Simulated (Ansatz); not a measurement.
# Stationary points along a deformation path in SnO

Theory: DFT PBEsol, scalar-relativistic, plane waves, PAW in Ansatz 0.2.0. Cutoff 420 eV, Γ-centred 10×6×8 k-points, Gaussian smearing of 0.05 eV. No spin polarisation. Energies are free energies at this smearing, counted from the undisturbed cell; pressure is positive in compression.

The starting cell (relaxed at this level; this form isn't the usual structure):

```
Sn O
1.0
     3.31561    0.00000    0.00000
     0.00000    5.70499    0.00000
     0.00000    0.00000    3.89416
Sn O
2 2
Direct
  0.00000 0.23379 0.52617
  0.50000 0.76621 0.02617
  0.00000 0.88536 0.72383
  0.50000 0.11464 0.22383
```

The cell holds layers and no dispersion correction was added, so their binding is poorly described.

At fixed volume and fractional coordinates, lengths along (0.000, 0.000, 1.000) are scaled against those across it; ρ is that ratio over its starting value. V = 18.415 Å³/atom. Δσ is the stress along the axis less the mean stress across it (compression positive).

```
    ρ  ΔE (meV/atom)  Δσ (GPa) space group
0.800           63.4      8.60       Pmn2_1
0.850           31.0      5.48       Pmn2_1
0.920            7.5      2.45       Pmn2_1
0.960            1.7      1.12       Pmn2_1
1.000            0.0     -0.05       Pmn2_1
1.050            2.8     -1.42       Pmn2_1
1.100           10.2     -2.76       Pmn2_1
1.200           37.6     -5.50       Pmn2_1
1.300           79.8     -8.30       Pmn2_1
```

**Question.** How does the stress give the slope of the energy, and where is the energy stationary?

**Answer.** Along the path d ln(length) is 2/3 d ln ρ on the axis and −1/3 d ln ρ across it, so dE/d ln ρ = −(2/3) V Δσ: the energy falls with ρ where Δσ is positive. Δσ vanishes or changes sign between ρ = 0.960 and 1.000, a minimum (near 1.00 by linear interpolation). Pairs of stationary points between two samples would go unseen, and could change a minimum read from distant neighbours into a maximum.

**Question.** Integrate that slope from ρ = 1 to 0.850 by the trapezoid rule.

**Answer.** With V/N in Å³ and 1 eV/Å³ = 160.2 GPa the slopes at ρ = 1.000, 0.960, 0.920, 0.850 are 4, -86, -188, -420 meV/atom per unit of ln ρ. The steps add 1.7 + 5.8 + 24.1 = 31.6 meV/atom, against 31.0 from the energies; the trapezoid rule misses the curvature of the slope within each step.

Forces appear on the atoms along this scan, and letting them relax would lower the energy and soften the response.